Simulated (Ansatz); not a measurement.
# What a change of settings does to a run on HgSe

The cell was built from the zincblende type and relaxed in the same program; it needn't be a known or the stable phase. The listed cell was then made from it by scaling, straining or moving an atom.

First run: DFT, PBE, all-electron PAW with datasets made for the crystal, scalar-relativistic (Ansatz 0.2.0).

Command: `ansatz run input.yaml --threads 1 --pin off --max-ram 2048MiB --backend cpu --events-out ev --progress --plain --runs-dir out` The run took about 12 s on 1 thread of a shared machine.

```yaml
crystal:
  lattice:
    - [0.0, 3.1719771237, 3.1719771237]
    - [3.1719771237, 0.0, 3.1719771237]
    - [3.1719771237, 3.1719771237, 0.0]
  atoms:
    - { symbol: Hg, position: [0.0, 0.0, 0.0] }
    - { symbol: Se, position: [0.25, 0.25, 0.25] }
kpoints:
  mp_grid: { grid: [11, 11, 11] }
scf:
  occupations: { method: fermi_dirac, width: 0.03 }
hamiltonian:
  xc: pbe
  pseudopotentials: { kind: all_electron, datasets: crystal }
output:
  forces: true
  stress: true
  eigenvalues: true
  efg: { contact_densities: true }
```

Result: converged; pressure -1.54 GPa; no gap on the k mesh; 9 SCF iterations.

No spin–orbit coupling, which matters for the heavy atoms here.

The input is then changed:

```diff
@@ -7,4 +7,5 @@
     - { symbol: Hg, position: [0.0, 0.0, 0.0] }
     - { symbol: Se, position: [0.25, 0.25, 0.25] }
+  symmetry: { detect: false }
 kpoints:
   mp_grid: { grid: [11, 11, 11] }
@@ -12,5 +13,5 @@
   occupations: { method: fermi_dirac, width: 0.03 }
 hamiltonian:
-  xc: pbe
+  xc: lda
   pseudopotentials: { kind: all_electron, datasets: crystal }
 output:
```

Q: Predict the outcome of the changed run.

A: It converged; pressure -5.59 GPa; no gap on the k mesh; 8 SCF iterations.
